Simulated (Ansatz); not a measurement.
`C=CC[SiH](F)F` + `CBr` → `F[SiH](F)Br` + `C=CCC` at 400 K and 1 bar (formal exchange of groups at the Si–C bond).

Isolated molecules relaxed with PBE0-D4/def2-TZVP in Ansatz; ΔE leaves out vibrations. CCSD(T)/CBS is the MP2 limit (def2-TZVPP, def2-QZVPP) plus CCSD(T) − MP2 in def2-TZVPP, frozen cores. For Br outer-core shells are correlated without core-valence functions, which leaves a few kJ/mol of doubt a bond. Scalar relativity is left out up to krypton. One conformer a species, not always the lowest.

| species | CCSD(T)/CBS energy (Eh) | H − E (kJ/mol) | S (J/(mol·K)) |
| --- | --- | --- | --- |
| `C=CC[SiH](F)F` | -606.56052 | 259.4 | 398.3 |
| `CBr` | -2613.17401 | 113.0 | 259.0 |
| `F[SiH](F)Br` | -3062.76774 | 65.0 | 333.0 |
| `C=CCC` | -157.00673 | 310.8 | 324.4 |

H − E and S are ideal-gas, rigid-rotor, harmonic terms from PBE0-D4/def2-TZVP, for one conformer and one mirror image of each species. 1 Eh = 2625.50 kJ/mol, R = 8.31446 J/(mol·K).

Q: By hand: ΔE, ΔH, ΔS and ΔG.

A: ΔE = (-3062.76774) + (-157.00673) − (-606.56052) − (-2613.17401) = -0.03994 Eh = -104.9 kJ/mol. Δ(H − E) = 65.0 + 310.8 − 259.4 − 113.0 = 3.4, so ΔH = -101.5 kJ/mol. ΔS = 333.0 + 324.4 − 398.3 − 259.0 = 0.1 J/(mol·K). ΔG = -101.5 − 400 × (0.1)/1000 = -101.5 kJ/mol.

Q: By hand: the equilibrium constant, and the temperature at which ΔG would vanish if ΔH and ΔS stayed fixed.

A: log₁₀ K = −ΔG/(RT ln 10) = 13.3. ΔH and −TΔS have one sign here, so there is no such temperature. One of them is within its doubt of zero, so this could turn.

The number of gas molecules stays the same, so ΔS is small and ΔH decides. A doubt of 5 kJ/mol in ΔE shifts log₁₀ K by 0.7 here. Other conformers and mirror images would add mixing entropy, several J/(mol·K) or more a flexible species. Modes under 60 cm⁻¹, often nearly free rotors, make the harmonic entropy too high. These are equilibria of isolated gas molecules and say nothing of rates. Largest T1 diagnostic: 0.011 (customary marks: 0.02 for closed shells, 0.045 for open ones).
